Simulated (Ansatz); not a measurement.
Wurtzite SnTe, relaxed with r2SCAN: 3 runs in Ansatz, each a calculation of independent-particle optics. It is hexagonal, P6_3mc (No. 186); a = 5.397 Å, c = 6.488 Å in the conventional setting, 40.91 Å³ an atom. Sn has 5 Te at 3.03–3.46 Å; Te has 5 Sn at 3.03–3.46 Å. Note: simulated data, non-magnetic, for a generated structure that need not be the stable one.

```xyz
4
Lattice="5.3968 0.0000 0.0000 -2.6984 4.6737 0.0000 0.0000 0.0000 6.4878" Properties=species:S:1:pos:R:3 pbc="T T T"
Sn    0.0000    3.1158   -0.2983
Sn    2.6984    1.5579    2.9456
Te    0.0000    3.1158    2.7312
Te    2.6984    1.5579    5.9751
```

On meshes this coarse, single peaks can be features of the mesh. No local fields, no excitons; the zone sum runs over the cells of the mesh, and ε∞ includes the bands left out of the spectrum. Up to four peaks are listed, those above 15 % of the tallest and inside the complete range; the four can differ from row to row.

| functional | k mesh | broadening (eV) | scissors (eV) | range (eV) | direct gap on the mesh before scissors (eV) | ε∞ xx | ε∞ yy | ε∞ zz | complete up to (eV) | tallest peaks of mean ε₂ (eV) |
| --- | --- | --- | --- | --- | --- | --- | --- | --- | --- | --- |
| PBE | 6×6×4 | 0.1 | 0.00 | 0–12 | 0.73 | 15.21 | 15.21 | 28.00 | 12.0 | 1.55 2.00 2.50 3.10 |
| r2SCAN | 6×6×4 | 0.1 | 0.00 | 0–12 | 0.85 | 13.81 | 13.81 | 23.81 | 12.0 | 1.70 2.15 2.85 4.30 |
| PBE | 6×6×4 | 0.1 | 0.33 (to HSE06) | 0–12 | 0.73 | 13.54 | 13.54 | 23.71 | 12.0 | 1.85 2.30 2.85 3.40 |

The fundamental gap is indirect (0.63 eV with PBE on 6×6×4); the table holds the direct one. The two differ by only 0.11 eV.

No spin-orbit coupling is included; it can move band edges with weight on the heavy atoms by tenths of an eV.
